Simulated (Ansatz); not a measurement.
`[F][SnH]([F])[F]` and `FC(F)F` differ in one element.

Ansatz, PBE0-D4/def2-TZVP geometries, multiplicity 1. 

Elements past krypton have def2 core potentials.

```csv
property,`[F][SnH]([F])[F]`
HOMO energy (PBE/def2-TZVPP) / eV,-9.29
LUMO energy (PBE0/def2-TZVPP) / eV,-2.15
LUMO energy (B3LYP/def2-TZVPP) / eV,-2.54
LUMO energy (PBE/def2-TZVPP) / eV,-3.15
size of the dipole moment (PBE/def2-TZVPP) / D,3.13
LUMO energy (ωB97M-V/def2-TZVPP) / eV,-0.06
```

(1) What does the change do to each property? (Estimate.)

Answers

(1) The calculation gave: 
```tsv
property	`FC(F)F`	shift
HOMO energy (PBE/def2-TZVPP) / eV	-9.42	-0.13
LUMO energy (PBE0/def2-TZVPP) / eV	1.97	4.12
LUMO energy (B3LYP/def2-TZVPP) / eV	1.53	4.07
LUMO energy (PBE/def2-TZVPP) / eV	1.14	4.29
size of the dipole moment (PBE/def2-TZVPP) / D	1.43	-1.70
LUMO energy (ωB97M-V/def2-TZVPP) / eV	3.45	3.51
```

With PBE0 the HOMO falls by 0.29 eV and the LUMO rises by 4.12 eV, so the gap widens by about 4.41 eV. PBE moves the HOMO by -0.13 eV and ωB97M-V by -0.42 eV. Dipoles are sizes alone; their direction can turn.

B3LYP here is the variant with VWN-RPA as its local correlation; programs differ in this.

Positive LUMOs are unbound, so they and the gaps depend on the basis.
